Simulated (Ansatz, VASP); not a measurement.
## WSe in VASP and in Ansatz

The input INCAR:

```
PREC = Accurate ; ENCUT = 520
EDIFF = 1E-6 ; ISMEAR = 0
SIGMA = 0.05 ; LREAL = False
LASPH = True ; NELM = 150
ALGO = Normal ; ISIF = 2
LWAVE = False ; LCHARG = False
LMAXMIX = 4 ; LDAU = True
LDAUTYPE = 2 ; LDAUL = 2 -1
LDAUU = 4 0 ; LDAUJ = 0 0
LDAUPRINT = 1 ; GGA = PE
NBANDS = 17
```

File KPOINTS:

```
Automatic mesh
0
Gamma
  12 12 12
```

The input POSCAR:

```
WSe
1.0
    0.0000000000      2.8388664208      2.8388664208
    2.8388664208      0.0000000000      2.8388664208
    2.8388664208      2.8388664208      0.0000000000
W Se
1 1
Direct
    0.0000000000      0.0000000000      0.0000000000
    0.2500000000      0.2500000000      0.2500000000
```

Input for Ansatz:

```yaml
crystal:
  lattice:
    - [0.0, 2.8388664208, 2.8388664208]
    - [2.8388664208, 0.0, 2.8388664208]
    - [2.8388664208, 2.8388664208, 0.0]
  atoms:
    - { symbol: W, position: [0.0, 0.0, 0.0] }
    - { symbol: Se, position: [0.25, 0.25, 0.25] }
basis:
  ecutwfc: 420
kpoints:
  mp_grid: { grid: [12, 12, 12] }
hamiltonian:
  xc: pbe
  hubbard: { sites: [{ species: W, l: d, u_eff: 4.0 }] }
scf:
  occupations: { method: gaussian, width: 0.05 }
output:
  forces: true
  stress: true
  eigenvalues: true
```

Alike in both runs: task single point; functional PBE; k mesh 12 × 12 × 12; occupations gaussian, width 0.05 eV; no spin polarisation; Hubbard terms W d U = 4.0 eV.

```csv
,VASP,Ansatz
version,VASP 6.6.1,Ansatz 0.2.0
potentials or method,"VASP PAW PBE potentials, release 64 (W_sv, Se)","scalar-relativistic, plane waves, PAW"
plane-wave cutoff (eV),520,420
valence electrons in the cell,20,30
```

|  | VASP | Ansatz | Ansatz less VASP |
| --- | --- | --- | --- |
| gap on the k mesh at the Fermi level (eV) | none | none | - |
| pressure (GPa) | 1.8 | 8.2 | +6.45 |

The programs project onto different local orbitals, so the same U acts differently. A gap of «none» marks a metal or a gap that the smearing closes. The two sets of potentials don't hold the same shells in valence. Ansatz warned: «filled_band_counts_differ_across_k_points».

Caveats: U without spin polarisation on a metal has little footing. Spin-orbit coupling is left out, which matters for the levels of W.
